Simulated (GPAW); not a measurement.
# PtSe2 (Sudovikovite) (P-3m1) in GPAW: single point with PBE

Aim: the single point of PtSe2 (Sudovikovite) with PBE.

Program: GPAW 26.7.0. These are calculated values, not measurements. Logs are shortened: lines on timing, memory, paths and dates and some standing lists are left out, and cuts for length are marked. The log counts tension as positive stress, the text compression.

## 1. Starting point

The structure is trigonal, space group P-3m1 (No. 164). The conventional cell has a = 3.724 Å, b = 3.724 Å, c = 5.062 Å, α = 90.00°, β = 90.00°, γ = 120.00°. Pt (site symmetry -3m) has 6 Se at 2.49 Å as nearest neighbours. Se (site symmetry 3m) is surrounded by 3 Pt at 2.49 Å.

## 2. Single point, PBE

run.py reads:

```python
from ase.dft.bandgap import bandgap
from ase.io import read, write
from ase.units import GPa
from gpaw import GPAW, PW

atoms = read('PtSe2.xyz')

calc = GPAW(mode=PW(600),
            xc='PBE',
            kpts={'size': (8, 8, 5), 'gamma': True},
            occupations={'name': 'methfessel-paxton', 'order': 0, 'width': 0.020999999999999998},
            nbands=26,
            convergence={'density': 1e-05, 'energy': 1e-05},
            maxiter=150,
            txt='gpaw.txt')
atoms.calc = calc
energy = atoms.get_potential_energy()
forces = atoms.get_forces()
stress = atoms.get_stress()
calc.write('gs.gpw')
write('result.traj', atoms)
print(f'Energy: {energy:.6f} eV')
print('Forces (eV/A):')
print(forces.round(4))
print('Stress (GPa):', (stress / GPa).round(3))
print('Fermi level:', round(calc.get_fermi_level(), 4), 'eV')
print(f'Gap: {bandgap(calc)[0]:.4f} eV, direct: {bandgap(calc, direct=True)[0]:.4f} eV')
```

PtSe2.xyz reads:

```xyz
3
Lattice="3.7240000000 0.0000000000 0.0000000000 -1.8620000000 3.2250786037 0.0000000000 0.0000000000 0.0000000000 5.0620000000" Properties=species:S:1:pos:R:3 pbc="T T T"
Pt     0.0000000000      0.0000000000      0.0000000000
Se     1.8620000002      1.0750262011      3.7965000000
Se    -0.0000000002      2.1500524026      1.2655000000
```

Potentials or basis: GPAW PAW data sets (gpaw-data 1.2.1), pw.

Launch:

```
> OMP_NUM_THREADS=1 python run.py
```

gpaw.txt:

```text
__  _  _
 | _ |_)|_||  |
 |__||  | ||/\| - 26.7.0

Input parameters:
  mode=PW(ecut=600.0),
  convergence={'density': 1e-05, 'energy': 1e-05},
  kpts=MonkhorstPack(size=(8, 8, 5), gamma=True),
  maxiter=150,
  nbands=26,
  occupations=Occupations(name='methfessel-paxton', order=0, width=0.020999999999999998),
  xc=XC(name='PBE')

Diagonalizing LCAO Hamiltonian
Converting LCAO to pw mode

            Se

        Se

       Pt

Atoms  # Å, Bohr magnetons
|   | symbol |         x |        y |        z |    initial magnetic moments |
|---|--------|-----------|----------|----------|-----------------------------|
| 0 |     Pt |  0.000000 | 0.000000 | 0.000000 | ( 0.0000,  0.0000,  0.0000) |
| 1 |     Se |  1.862000 | 1.075026 | 3.796500 | ( 0.0000,  0.0000,  0.0000) |
| 2 |     Se | -0.000000 | 2.150052 | 1.265500 | ( 0.0000,  0.0000,  0.0000) |

Unit cell  # Å
| periodic |         x |        y |        z |  lengths |     angles |
|----------|-----------|----------|----------|----------|------------|
|      yes |  3.724000 | 0.000000 | 0.000000 | 3.724000 |  90.000000 |
|      yes | -1.862000 | 3.225079 | 0.000000 | 3.724000 |  90.000000 |
|      yes |  0.000000 | 0.000000 | 5.062000 | 5.062000 | 120.000000 |

Number of symmetries: 12
Symmetry operations  # r_c * U_cc + t_c -> r_c
|    | kind |            matrix            |
|----|------|------------------------------|
|  0 |  σ   |  1, 1, 0,  0,-1, 0,  0, 0, 1 |
|  1 |  S6  |  1, 1, 0, -1, 0, 0,  0, 0,-1 |
|  2 |  E   |  1, 0, 0,  0, 1, 0,  0, 0, 1 |
|  3 |  C2  |  1, 0, 0, -1,-1, 0,  0, 0,-1 |
|  4 |  C2  |  0, 1, 0,  1, 0, 0,  0, 0,-1 |
|  5 |  C3  |  0, 1, 0, -1,-1, 0,  0, 0, 1 |
|  6 |  S6  |  0,-1, 0,  1, 1, 0,  0, 0,-1 |
|  7 |  σ   |  0,-1, 0, -1, 0, 0,  0, 0, 1 |
|  8 |  σ   | -1, 0, 0,  1, 1, 0,  0, 0, 1 |
|  9 |  i   | -1, 0, 0,  0,-1, 0,  0, 0,-1 |
| 10 |  C3  | -1,-1, 0,  1, 0, 0,  0, 0, 1 |
| 11 |  C2  | -1,-1, 0,  0, 1, 0,  0, 0,-1 |

BZ-sampling:
  Number of BZ points: 320
  Number of IBZ points: 40

  Monkhorst-Pack size: [8, 8, 5]
  Monkhorst-Pack shift: [0.0625, 0.0625, 0.0]

K-points  # in reciprocal-cell coordinates
|     |                                coordinates |     weight |
|-----|--------------------------------------------|------------|
|   0 | (  0.00000000,   0.00000000,   0.00000000) | 0.00312500 |
|   1 | (  0.00000000,   0.00000000,   0.20000000) | 0.00625000 |
|   2 | (  0.00000000,   0.00000000,   0.40000000) | 0.00625000 |
|   3 | (  0.12500000,   0.00000000,  -0.40000000) | 0.01875000 |
|   4 | (  0.12500000,   0.00000000,  -0.20000000) | 0.01875000 |
|   5 | (  0.12500000,   0.00000000,   0.00000000) | 0.01875000 |
|   6 | (  0.12500000,   0.00000000,   0.20000000) | 0.01875000 |
|   7 | (  0.12500000,   0.00000000,   0.40000000) | 0.01875000 |
|   8 | (  0.25000000,  -0.12500000,   0.00000000) | 0.01875000 |
|   9 | (  0.25000000,  -0.12500000,   0.20000000) | 0.03750000 |
| ... |                                            |            |
|  39 | (  0.50000000,   0.50000000,   0.40000000) | 0.01875000 |

Plane wave coefficients: 2057
Cutoff: 600.0 eV

Spin-components: 1 (collinear spins)
Bands:           26
Projectors:      16
Spin-degeneracy: 2
Datatype:        complex128

Parallelization:
  kpt:    1
  domain: 1
  band:   1

Density:
  Valence electrons: 28.0
  Components: 1
  Grid points: [24 24 30]
  Charge: 0.0  # |e|

Potential:
  Grid points: [24 24 30]

species:
  Pt:
    name:    Platinum
    Z:       78.0
    valence: 16
    core:    62
    charge:  0.0  # [|e|]
    compensation charges:
      type: gauss
      rc: 0.41  # [Å]
      lmax: 2
    cutoffs:
      filter: 2.26  # [Å]
      core: 2.26  # [Å]
    projectors
    | kind |    occ | energy [eV] | rcut [Å] |
    |------|--------|-------------|----------|
    |   6s |  1.000 |      -5.628 |    1.307 |
    |   5p |  6.000 |     -56.051 |    1.371 |
    |   6p |  0.000 |      -0.845 |    1.371 |
    |   5d |  9.000 |      -6.153 |    1.307 |
    |    s |        |      21.583 |    1.307 |
    |    d |        |      21.058 |    1.307 |

    Using partial waves for Pt as LCAO basis

  Se:
    name:    Selenium
    Z:       34.0
    valence: 6
    core:    28
    charge:  0.0  # [|e|]
    compensation charges:
      type: gauss
      rc: 0.27  # [Å]
      lmax: 2
    cutoffs:
      filter: 1.77  # [Å]
      core: 2.67  # [Å]
    projectors
    | kind |    occ | energy [eV] | rcut [Å] |
    |------|--------|-------------|----------|
    |   4s |  2.000 |     -17.277 |    0.847 |
    |   4p |  4.000 |      -6.512 |    1.005 |
    |    s |        |       9.935 |    0.847 |
    |    p |        |      20.699 |    1.005 |
    |    d |        |       0.000 |    0.847 |

    Using partial waves for Se as LCAO basis

Reference energy: -632582.427029  # eV

eigensolver:
  PPCG
  Converge bands: occupied
  niter=2

density mixing:
  MSR1-Mixer
  Pratt-step length: 0.05
  Maximum mixing coefficient: 0.75
  Old densities: 10
  SVD Regularization: 0.005
  Good broyden scale: 1.0
  Trust region scale: 1.0
  Backstep threshold: 4.0
  History deletion threshold: 6.0
  Fourier metric: weight=20.0, sigma=0.015

occupation numbers:
  Methfessel-Paxton:
    width: 0.0210  # eV
    order: 0

poisson solver:
  ecut: 4800.0  # eV

xc functional:
  name: PBE with 2 nearest neighbor stencil

convergence criteria:
- Maximum integral of absolute [dens]ity change: 1e-05 electrons / valence electron
- Maximum [total energy] change in last 3 cyles: 1e-05 eV / valence electron
- Maximum integral of absolute [eigenst]ate change: 4e-08 eV^2 / valence electron
maximum number of iterations: 150

SCF iterations
|iter     | |      energy | eigst |  dens |
|---------|-|-------------|-------|-------|
|iter:   1| |  -15.368520 | +0.15 |       |
|iter:   2| |  -15.030359 | -2.11 | -1.13 |
|iter:   3| |  -14.503593 | -1.89 | -1.19 |
|iter:   4| |  -14.481141 | -3.27 | -1.59 |
|iter:   5| |  -14.468920 | -3.35 | -1.84 |
|iter:   6| |  -14.468941 | -4.54 | -2.64 |
|iter:   7| |  -14.469007c| -5.08 | -3.18 |
|iter:   8| |  -14.469013c| -6.58 | -3.90 |
|iter:   9| |  -14.469013c| -7.77c| -4.57 |
|iter:  10| |  -14.469013c| -7.66c| -5.01c|

Converged in 10 steps
Energy contributions relative to reference atoms: (reference = -632582.427029)

Energy contributions:
  Kinetic:          11.835692
  Coulomb:         -12.641382
  Zero:             -0.511560
  External:          0.000000
  Xc:              -13.151647
  Entropy:          -0.000234
  Spinorbit:         0.000000
  ----------------------------
  Free energy:     -14.469130
  Extrapolated:    -14.469013

dipole moment: (-6.415940, -11.112735, -17.442261)  # |e|*Ang

Fermi level: 8.454
Eigenvalues  # (at kpt = [0.000, 0.000, 0.000])
| band index |      eig [eV] | occ [0-2] |
|------------|---------------|-----------|
|          0 |       -45.551 |     2.000 |
|        ... |               |           |
|          5 |         1.189 |     2.000 |
|          6 |         1.892 |     2.000 |
|          7 |         1.892 |     2.000 |
|          8 |         4.319 |     2.000 |
|          9 |         4.319 |     2.000 |
|         10 |         5.779 |     2.000 |
[... 8 lines left out ...]
|         19 |        15.695 |     0.000 |
|         20 |        20.228 |     0.000 |
|        ... |               |           |
|         25 |        21.022 |     0.000 |

No gap
No difference between direct/indirect transitions

Forces  # eV/Ang
|        x |        y |        z |
|----------|----------|----------|
|  0.00000 |  0.00000 |  0.00000 |  # Pt   0
| -0.00000 |  0.00000 | -0.59982 |  # Se   1
|  0.00000 | -0.00000 |  0.59982 |  # Se   2

Stress tensor  # eV/Ang^3
|         x |         y |         z |
|-----------|-----------|-----------|
| -0.049801 | -0.000000 |  0.000000 |
|  0.000000 | -0.049801 |  0.000000 |
|  0.000000 |  0.000000 | -0.038897 |

# Writing to gs.gpw (mode='')
```

Run time: 44 s. Hardware: 1 thread of Arm Neoverse V1, shared host; peak memory 0.2 GiB.

Results:

```
Free energy            : -14.4691 eV
Pressure               : 7.4 GPa
Largest force          : 0.600 eV/Å
Band gap on the k mesh : none (metal or under the smearing width)
```

Forces on the atoms (eV/Å):
```
Pt   0.000  0.000  0.000
Se   0.000  0.000 -0.600
Se   0.000  0.000  0.600
```

Stress tensor (GPa, compression positive):
```
7.98 0.00 0.00
0.00 7.98 0.00
0.00 0.00 6.23
```

The run has no spin-orbit coupling, so splittings on Pt are missing.
